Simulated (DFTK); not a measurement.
# Rh under changes of volume

One of the cells (13.671 Å³/atom); the others are scaled copies at fixed shape and fractional positions:

```xyz
1
Lattice="0.0000 1.8979 1.8979 1.8979 0.0000 1.8979 1.8979 1.8979 0.0000" Properties=species:S:1:pos:R:3 pbc="T T T"
Rh    0.0000    0.0000    0.0000
```

- Program: DFTK 0.8.2
- Functional: LDA
- Potentials or basis: cp2k.nc.sr.lda.v0_1.largecore.gth (LDA, GTH, large core)
- Cutoff: 1660 eV
- k mesh: 9 × 9 × 9
- Occupations: fermi-dirac, width 0.05 eV
- Spin: no spin polarisation

| volume (Å³/atom) | energy over the lowest point (meV/atom) | pressure (GPa) |
| --- | --- | --- |
| 12.851 | ? | ? |
| 13.125 | 14.80 | 9.9 |
| 13.398 | 1.79 | 2.9 |
| 13.671 | 0.00 | -3.3 |
| 13.945 | 8.28 | -8.8 |
| 14.218 | 25.33 | -13.6 |
| 14.492 | 50.22 | -17.9 |

Question: What does the run at 12.851 Å³/atom give?

Answer: Energy over the lowest point 40.56 meV/atom; pressure 17.8 GPa.

Worked out: A Birch-Murnaghan fit of order 3 (a polynomial in V^(-2/3)) to the other rows has its minimum at 13.58 Å³/atom with B0 = V·E''(V) = 303 GPa and B' = 5.2. It gives 40.74 meV/atom at 12.851 Å³/atom, against the run's 40.56, and -dE/dV = 19.2 GPa, against 17.8.

Energies are extrapolated to zero smearing.

Caveats: GTH potentials come without recommended cutoffs, and this one wasn't checked for convergence; this set keeps more shells in the core, which shifts pressures and gaps.
